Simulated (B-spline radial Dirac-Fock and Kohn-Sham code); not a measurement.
The Lβ2 (L3-N5) line from Pd to Pm

Model: Dirac-Fock energy differences between relaxed states, corrected for Breit and QED terms. Program: an atomic code on a B-spline grid. Free neutral atoms. Correlation and solid-state effects are left out.

```tsv
Z	element	energy (eV)	wavelength (Å)
46	Pd	3173.2	3.9072
47	Ag	3349.0	3.7021
48	Cd	3529.9	3.5124
49	In	3715.7	3.3367
50	Sn	3906.7	3.1736
51	Sb	4102.6	3.0221
52	Te	4303.6	2.8809
53	I	4509.6	2.7493
54	Xe	4720.6	2.6264
55	Cs	4936.9	2.5114
56	Ba	5158.3	2.4036
57	La	5384.6	2.3026
58	Ce	5614.8	2.2082
59	Pr	5849.0	2.1198
60	Nd	6088.8	2.0363
61	Pm	6333.3	1.9576
```

Task: How well does Moseley's law, √E linear in Z, describe these energies?

Result: A straight-line fit gives √(E/eV) = 1.5513·(Z − 9.70). The slope squared is 0.1769 Ry, against 0.1875 Ry for a hydrogen-like ion. The residuals, fit less computed, are Pd -2.7, Ag -1.3, Cd -0.3, In +0.6, Sn +1.2, Sb +1.6, Te +1.8, I +1.7, Xe +1.5, Cs +0.9, Ba -0.1, La -1.2, Ce -1.3, Pr -0.7, Nd -0.8, Pm -0.9 eV.
